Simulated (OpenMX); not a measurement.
## Sb under changes of volume

One of the cells (30.206 Å³/atom); the others are scaled copies at fixed shape and fractional positions:

```xyz
2
Lattice="2.1542 1.2437 3.7580 -2.1542 1.2437 3.7580 0.0000 -2.4875 3.7580" Properties=species:S:1:pos:R:3 pbc="T T T"
Sb    0.0000    0.0000    8.6416
Sb    0.0000    0.0000    2.6324
```

- Program: OpenMX 3.8.5
- Functional: LDA
- Potentials or basis: OpenMX 2013 LDA set, Sb7.0-s3p2d2, fixed grid of 48 × 48 × 48 points
- k mesh: 9 × 9 × 9
- Occupations: fermi-dirac, width 0.05 eV
- Spin: no spin polarisation

```tsv
volume (Å³/atom)	energy over the lowest point (meV/atom)	largest force (eV/Å)
28.393	29.12	0.705
28.998	13.92	0.548
29.602	4.44	0.407
30.206	0.00	0.313
30.810	?	?
31.414	4.47	0.075
32.018	12.48	0.003
```

What does the run at 30.810 Å³/atom give?

Energy over the lowest point 0.09 meV/atom; largest force 0.187 eV/Å.

Worked out: A Birch-Murnaghan fit of order 3 (a polynomial in V^(-2/3)) to the other rows has its minimum at 30.48 Å³/atom with B0 = V·E''(V) = 58 GPa and B' = 4.3 at fixed shape and positions, which overstates the stiffness. It gives 0.17 meV/atom at 30.810 Å³/atom, against the run's 0.09.

Energies are extrapolated to zero smearing.

Caveats: the basis has few d functions beyond the semicore shells, which can make volumes several per cent too large; the basis of atomic orbitals isn't converged, which shifts pressures, moduli and gaps.
